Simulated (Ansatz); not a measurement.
CdO: energy above lowest point and pressure against volume per atom

Results calculated with Ansatz 0.2.0 development build, not measured. Equation of state of a cubic crystal from periodic Kohn-Sham density functional theory without spin; pressure corrected for the finite basis.

Cell of the first row (space group Fm-3m, No. 225):
```
CELL_PARAMETERS angstrom
0.00000 2.33510 2.33510
2.33510 0.00000 2.33510
2.33510 2.33510 0.00000
ATOMIC_POSITIONS crystal
Cd 0.00000 0.00000 0.00000
O 0.50000 0.50000 0.50000
```

Settings of every row: formula CdO; structure type rock salt; functional PBE; spin treatment none; k mesh 13x13x13; occupation method fermi-dirac; occupation width 0.061225619 eV; wave cutoff 420 eV; datasets soft-1 PAW; density cutoff ratio 4.

Limits: modest k-mesh, values are not fully converged in k.

| row | volume per atom (Å³) | energy above lowest point (meV/atom) | pressure (GPa) |
| --- | --- | --- | --- |
| 1 | 12.733 | 21.93 | 9.101 |
| 2 | 13.004 | 9.45 | 5.735 |
| 3 | 13.275 | ? | ? |
| 4 | 13.546 | 0 | 0.066 |
| 5 | 13.817 | 1.93 | -2.313 |
| 6 | 14.088 | 7.69 | -4.433 |
| 7 | 14.359 | 16.79 | -6.32 |

Question: what energy above lowest point and pressure should row 3 give?

Worked fit of energy above lowest point. Take u = (V_r/V)^(2/3) − 1 with V_r = 13.681 Å³ an atom, which is twice the finite (Eulerian) strain; such expansions in the strain, on which the Birch-Murnaghan equation of state is built, carry the rest volume and the bulk modulus. The shown rows have u = 0.04904, 0.03441, 0.00663, -0.00657, -0.01935, -0.03173. Least squares give energy above lowest point = 0.466 − 147.5 × u + 11713.8 × u² + 4493 × u³ meV/atom; a parabola predicts inner rows, each left out in turn, worse (root mean square 0.09 against 0.023 meV/atom). The rows lie off it by 0.00, 0.01, 0.00, -0.01, 0.02, -0.01. Its lowest point lies at u = 0.0063, or V = 13.55 Å³ an atom, and the curvature there gives the bulk modulus at fixed shape and fractions, B = (4/9)(1 + u)² E″(u)/V = 126 GPa. The withheld row has u = 0.02029, so the fit gives 0.466 − 147.5 × (0.02029) + 11713.8 × (0.02029)² + 4493 × (0.02029)³ = 2.33 meV/atom.

The calculation gave 2.33 meV/atom. The fit meets it to the printed digit.

Worked fit of pressure. Take u = (V_r/V)^(2/3) − 1 with V_r = 13.681 Å³ an atom, which is twice the finite (Eulerian) strain; such expansions in the strain, on which the Birch-Murnaghan equation of state is built, carry the rest volume and the bulk modulus. The shown rows have u = 0.04904, 0.03441, 0.00663, -0.00657, -0.01935, -0.03173. Least squares give pressure = −1.1536 + 180.163 × u + 563.55 × u² + 543 × u³ GPa; a parabola predicts inner rows, each left out in turn, worse (root mean square 0.011 against 0.00054 GPa). All shown rows lie on it to the printed digit. The pressure vanishes at u = 0.0063, or V = 13.55 Å³ an atom, and there the bulk modulus at fixed shape and fractions is B = −V dP/dV = (2/3)(1 + u) dP/du = 126 GPa. The withheld row has u = 0.02029, so the fit gives −1.1536 + 180.163 × (0.02029) + 563.55 × (0.02029)² + 543 × (0.02029)³ = 2.738 GPa.

The calculation gave 2.737 GPa. The fit lies 0.001 GPa (0.0065 % of the column's range) above it, one unit of the last digit.
